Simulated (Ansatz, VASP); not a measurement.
# Cross-check of Rh (Rh wire along [100], 13 atoms a period) between VASP and Ansatz

Wanted: the spread between two codes on one cell, functional and k mesh. The structure shown is the start of the Ansatz relaxation below; VASP solves that cell, so the two are compared at the walk's first step.

Main program and level: Ansatz 0.2.0; plane waves, with VASP 6.6.1 beside it; single point at PBE.

## Step 1: The structure

The cell holds 13 atoms: 13 Rh. Its edges and angles: a = 14.460 Å, b = 14.460 Å, c = 3.830 Å, α = 90.0°, β = 90.0°, γ = 90.0°. Vacuum lies along a and b. The structure's axis is c.

## Step 2: Ansatz: relaxation, PBE

Ansatz runs on its PAW soft_1 files.

The two programs are compared at the cell with which this relaxation starts, whose forces are those of its first step.

input.yaml

```yaml
crystal:
  lattice:
    - [14.46, 0.0, 0.0]
    - [0.0, 14.46, 0.0]
    - [0.0, 0.0, 3.83]
  atoms:
    - { symbol: Rh, position: [0.235131397, 0.5, 0.0] }
    - { symbol: Rh, position: [0.367565698, 0.367565698, 0.0] }
    - { symbol: Rh, position: [0.367565698, 0.632434302, 0.0] }
    - { symbol: Rh, position: [0.5, 0.235131397, 0.0] }
    - { symbol: Rh, position: [0.5, 0.5, 0.0] }
    - { symbol: Rh, position: [0.5, 0.764868603, 0.0] }
    - { symbol: Rh, position: [0.632434302, 0.367565698, 0.0] }
    - { symbol: Rh, position: [0.632434302, 0.632434302, 0.0] }
    - { symbol: Rh, position: [0.764868603, 0.5, 0.0] }
    - { symbol: Rh, position: [0.367565698, 0.5, 0.5] }
    - { symbol: Rh, position: [0.5, 0.367565698, 0.5] }
    - { symbol: Rh, position: [0.5, 0.632434302, 0.5] }
    - { symbol: Rh, position: [0.632434302, 0.5, 0.5] }
kpoints:
  mp_grid: { grid: [1, 1, 21] }
scf:
  occupations: { method: fermi_dirac, width: 0.05 }
hamiltonian:
  xc: pbe
  pseudopotentials: { kind: paw, azcp: { folder: soft_1 } }
relax:
  cell: { fix: [a, b, alpha, beta, gamma] }
  max_steps: 45
  f_tol: 0.03
```

Started as:

```console
> ansatz run input.yaml --threads 4 --pin off --max-ram 16384MiB --backend cpu --events-out ev --progress --plain --runs-dir out
```

Numbers of over 12 decimals in the logs are rounded to 6 here.

The log of the run:

```text
Engine: ansatz 0.2.0, aarch64-unknown-linux-gnu
Pseudopotentials: kind: paw
Pseudopotential: Rh, paw, valence charge 17, recommended cutoff 420 eV (normal), soft_1/Rh.paw.azcp
Functional definition: PBE
  parameter kappa = 0.804
  parameter beta = 0.066725
  exchange = pbe_x(kappa = kappa, mu = beta*pi^2/3)
  correlation = pbe_c(beta = beta)
Crystal: 13 atoms, lattice volume = 800.821 Å³
Basis set: ecut = 420 eV, 15665 PW (Γ), exchange–correlation on 200×200×54 points (8 copies of the dense FFT grid, shifted against one another)
Bands: 133, of which v1, the nominal top of the filled ones, is band 111 counted from 1 (110 counted from 0)
Symmetry: 16 space group operations
Space group: P4/mmm (ITA 123), of the structure as read, at distance tolerance 9.3e-5 Å
k-points: 11 of 21
Non-local potential: Rh, projectors of the file, l = 0: 3, l = 1: 2, l = 2: 2, l = 3: 1
PAW form: soft (Blöchl's): semilocal exchange-correlation on the pseudo side does not see the compensation charge
PAW one-centre angular grid: Rh, 590 points (default); XC on 64 Gauss nodes
Initial density: superposition of atomic densities (neutral atoms: chi_scale 0, normalization atom)
Initial wavefunctions: pseudopotential atomic-orbital guess
Functional: x = pbe(κ = 0.804, μ = 0.219515), c = pbe(β = 0.066725)
SCF iter   1: F=—  HF=-83226.729678 eV  |F-HF|=—  |Δ(HF+E_count)|=         —  Δρ=4.42e-2  dr2=2.37e1  ethr=3.10e-3  ⟨swp⟩=8.0  Hψ=5976  notcnv=0  defer=11
preconditioner: auto → LDOS  [metal: Δε(μ)=0.032 eV  Ē_g=4.305 eV  σ=0.050 eV  W_gap=0.16  n_scr=154 (ndim 8)  ℏωp=14.2 eV  f_vac=0.630  D(μ)=28.71/eV (n_scr^D=246)  β→1.0]
SCF iter   2: F=—  HF=-83229.680400 eV  |F-HF|=—  |Δ(HF+E_count)|=    2.95e0  Δρ=5.41e-2  dr2=3.37e1  ethr=3.10e-3  ⟨swp⟩=3.8  Hψ=3974  notcnv=0  defer=46
SCF iter   3: F=—  HF=-83220.729390 eV  |F-HF|=—  |Δ(HF+E_count)|=    8.95e0  Δρ=1.03e-2  dr2=9.38e-1  ethr=3.10e-3  ⟨swp⟩=2.8  Hψ=3134  notcnv=0  defer=56
SCF iter   4: F=—  HF=-83220.531135 eV  |F-HF|=—  |Δ(HF+E_count)|=   1.98e-1  Δρ=2.56e-3  dr2=7.51e-2  ethr=4.24e-4  ⟨swp⟩=2.0  Hψ=2518  notcnv=0  defer=56
SCF iter   5: F=—  HF=-83220.528686 eV  |F-HF|=—  |Δ(HF+E_count)|=   2.45e-3  Δρ=1.15e-3  dr2=1.81e-2  ethr=3.40e-5  ⟨swp⟩=2.1  Hψ=2603  notcnv=0  defer=56
SCF iter   6: F=—  HF=-83220.527176 eV  |F-HF|=—  |Δ(HF+E_count)|=   1.51e-3  Δρ=4.27e-4  dr2=2.36e-3  ethr=8.19e-6  ⟨swp⟩=2.0  Hψ=2171  notcnv=0  defer=56
SCF iter   7: F=—  HF=-83220.526810 eV  |F-HF|=—  |Δ(HF+E_count)|=   3.66e-4  Δρ=1.47e-4  dr2=2.91e-4  ethr=1.07e-6  ⟨swp⟩=2.1  Hψ=2059  notcnv=0  defer=56
SCF iter   8: F=—  HF=-83220.526846 eV  |F-HF|=—  |Δ(HF+E_count)|=   3.60e-5  Δρ=5.33e-5  dr2=2.54e-5  ethr=1.32e-7  ⟨swp⟩=2.0  Hψ=2088  notcnv=0  defer=56
SCF iter   9: F=—  HF=-83220.525102 eV  |F-HF|=—  |Δ(HF+E_count)|=   1.74e-3  Δρ=3.10e-5  dr2=9.20e-6  ethr=1.15e-8  ⟨swp⟩=2.0  Hψ=2140  notcnv=0  defer=56
SCF iter  10: F=—  HF=-83220.525102 eV  |F-HF|=—  |Δ(HF+E_count)|=   3.47e-7  Δρ=8.61e-6  dr2=9.76e-7  ethr=4.16e-9  ⟨swp⟩=1.5  Hψ=1517  notcnv=0  defer=56
SCF iter  11: F=—  HF=-83220.525103 eV  |F-HF|=—  |Δ(HF+E_count)|=   2.04e-7  Δρ=3.45e-6  dr2=1.36e-7  ethr=4.41e-10  ⟨swp⟩=1.9  Hψ=1759  notcnv=0  defer=56
SCF iter  12: F=-83220.525103 eV  HF=-83220.525103 eV  |F-HF|=9.58e-9  |Δ(HF+E_count)|=   1.21e-7  Δρ=1.55e-6  dr2=2.22e-8  ethr=4.52e-11  ⟨swp⟩=4.0  Hψ=4449  notcnv=0
SCF 1 converged in 12 iterations: F = -83220.525103 eV  dr2 = 2.22e-8
  greatest PAW one-centre occupation: 1.000 electrons in one spin orbital (limit 2), on the Rh atom at site 4 (counted from 0), in its partial waves of l = 0
relax step   1: F+E_penalty+E_count = -83220.52510277 eV  Δ(F+E_penalty+E_count) = +0.000e0 eV  max|allowed force component| = 2.104e0 eV/Å  Δτ_max = 0.0000 Å  P = -3.960 GPa  Ω = 800.821 Å³  fix = [a, b, alpha, beta, gamma]  reactions: a -4.002, b -4.002 GPa  (12 SCF iters, dr2 threshold 1.00e-7 eV, accepted)
[...]
relax step   4: F+E_penalty+E_count = -83222.17305500 eV  Δ(F+E_penalty+E_count) = -2.422e-2 eV  max|allowed force component| = 1.414e-1 eV/Å  Δτ_max = 0.0419 Å  P = +0.064 GPa  Ω = 797.063 Å³  energy of the carried Pulay correction = +4.766e-4 eV  fix = [a, b, alpha, beta, gamma]  reactions: a +0.056, b +0.056 GPa  (11 SCF iters, accepted)
[...]
relax step   5: F+E_penalty+E_count = -83222.17634731 eV  Δ(F+E_penalty+E_count) = -3.292e-3 eV  max|allowed force component| = 4.083e-2 eV/Å  Δτ_max = 0.0093 Å  P = -0.017 GPa  Ω = 797.699 Å³  energy of the carried Pulay correction = +3.958e-4 eV  fix = [a, b, alpha, beta, gamma]  reactions: a -0.013, b -0.013 GPa  (6 SCF iters, dr2 threshold 1.25e-6 eV, accepted)
[...]
relax step   6: F+E_penalty+E_count = -83222.17690774 eV  Δ(F+E_penalty+E_count) = -5.604e-4 eV  max|allowed force component| = 1.476e-2 eV/Å  Δτ_max = 0.0055 Å  P = -0.010 GPa  Ω = 796.997 Å³  energy of the carried Pulay correction = +4.850e-4 eV  fix = [a, b, alpha, beta, gamma]  reactions: a -0.013, b -0.013 GPa  (7 SCF iters, dr2 threshold 1.04e-7 eV, accepted)
[...]
relax step   7: F+E_penalty+E_count = -83222.17622763 eV  Δ(F+E_penalty+E_count) = +6.801e-4 eV  max|allowed force component| = 1.467e-2 eV/Å  Δτ_max = 0.0000 Å  P = -0.003 GPa  Ω = 796.997 Å³  fix = [a, b, alpha, beta, gamma]  reactions: a -0.005, b -0.005 GPa  stress off target by 7.48e-4 GPa on what of the cell is left free  SCF on the basis re-selected at this cell (its energy is not comparable with the rows above)  (6 SCF iters)
basis re-selected at this cell: Δ(F+E_penalty+E_count) = +6.801e-4 eV, ΔP = +0.007 GPa vs the last step (what re-selecting the basis moved, of the pressure what is left beyond the Pulay correction that the steps carried, after the strain that the cell walked since its last selection, with what the two solves' SCF thresholds leave and, on support functions, any second-order correction that the steps lacked; it is no m [...]
SCF converged after 6 iterations
Free energy (F): -83222.176228 eV
Harris-Foulkes:  -83222.176228 eV  (|F-HF|=1.75e-10)
Internal energy: -83221.951319 eV  (E = F + TS)
E sigma→0 (E₀):  -83222.063773 eV
Entropy (-TS):   -0.224908 eV (-17.301 meV/atom)
Fermi energy:    1.756249 eV
--- Per-component energies (eV) ---
  E_band       = -5553.086491
  E_kinetic    = 6976.271519
  E_local      = -162686.440719  (includes V_loc(G=0)·N_el)
  E_nonlocal   = 3907.617888
  E_hartree    = 76643.780379
  E_xc         = -2603.048084
  E_vxc        = -3263.267839  (∫ρ·V_xc dr)
  E_paw        = -46855.523449  (= ΣΔE_a)
  E_vpaw       = -3774.830675  (= ΣTr[D̂ρ^β])
  E_aug_tail   = 0.001108  (compensation charges beyond the density's cutoff)
  E_ewald      = 41395.390038
  E_smearing   = -0.224908  (= −TS)
  E_closure    = 0.000000  (closes the sum)
  Σ components = -83222.176228   (vs F -83222.176228, Δ=0.00e0)
--- Forces (eV/Å), atoms counted from 1 ---
  atom   1  Rh    -0.00894189    -0.00000000     0.00000000
  atom   2  Rh     0.01467110     0.01467110    -0.00000000
  atom   3  Rh     0.01467110    -0.01467110    -0.00000000
  atom   4  Rh    -0.00000000    -0.00894189     0.00000000
  atom   5  Rh    -0.00000000    -0.00000000    -0.00000000
  atom   6  Rh     0.00000000     0.00894189    -0.00000000
  atom   7  Rh    -0.01467110     0.01467110     0.00000000
  atom   8  Rh    -0.01467110    -0.01467110     0.00000000
  atom   9  Rh     0.00894189    -0.00000000    -0.00000000
  atom  10  Rh    -0.00415799     0.00000000    -0.00000000
  atom  11  Rh     0.00000000    -0.00415799    -0.00000000
  atom  12  Rh    -0.00000000     0.00415799     0.00000000
  atom  13  Rh     0.00415799     0.00000000     0.00000000
  max |Σ_I F_I| component: 1.04e-17 eV/Å
--- Stress (GPa, compression-positive) ---
       -0.005462       0.000000      -0.000000
        0.000000      -0.005462      -0.000000
       -0.000000      -0.000000       0.000748
  P = ⅓ Tr σ = -0.0034 GPa (-0.034 kbar)
--- Relaxed structure (6 steps of the walk, 5 accepted, 1 SCFs on fresh bases) ---
  F+E_penalty+E_count = -83222.17622763 eV   max|allowed force component| = 1.467e-2 eV/Å   (the final SCF, on the basis selected at the relaxed cell)
  cell:  # Å, volume = 796.9973 Å³
    - [14.46, 0.0, 0.0]
    - [0.0, 14.46, 0.0]
    - [0.0, 0.0, 3.811713]
  atoms:
    - { symbol: Rh, position: [0.251001, 0.500000, 0.0] }
    - { symbol: Rh, position: [0.374613, 0.374613, 0.0] }
    - { symbol: Rh, position: [0.374613, 0.625387, 0.0] }
    - { symbol: Rh, position: [0.500000, 0.251001, 0.0] }
    - { symbol: Rh, position: [0.500000, 0.500000, 0.0] }
    - { symbol: Rh, position: [0.500000, 0.748999, 0.0] }
    - { symbol: Rh, position: [0.625387, 0.374613, 0.0] }
    - { symbol: Rh, position: [0.625387, 0.625387, 0.0] }
    - { symbol: Rh, position: [0.748999, 0.500000, 0.0] }
    - { symbol: Rh, position: [0.365169, 0.500000, 0.5] }
    - { symbol: Rh, position: [0.500000, 0.365169, 0.5] }
    - { symbol: Rh, position: [0.500000, 0.634831, 0.5] }
    - { symbol: Rh, position: [0.634831, 0.500000, 0.5] }
```

In the SCF lines HF is the Harris–Foulkes energy and dr2 the Hartree energy of the density residual, in eV; the loop may stop once dr2 is under the threshold and the program's other checks hold. Hψ counts applications of the Hamiltonian.

[end of part 1 of 2]

[Lines on the potential files, build, host, timing and source positions are cut from VASP's logs without a mark.]

[Logs are printed without paths, hosts, clocks, repeated set-up lines and the standing remarks that a program may print on its own settings, such as how far it seeks lower states.]

[Hosts, paths, dates, database ids (printed as entryN), source tags and the programs' standing remarks are cut or masked in the printed files.]
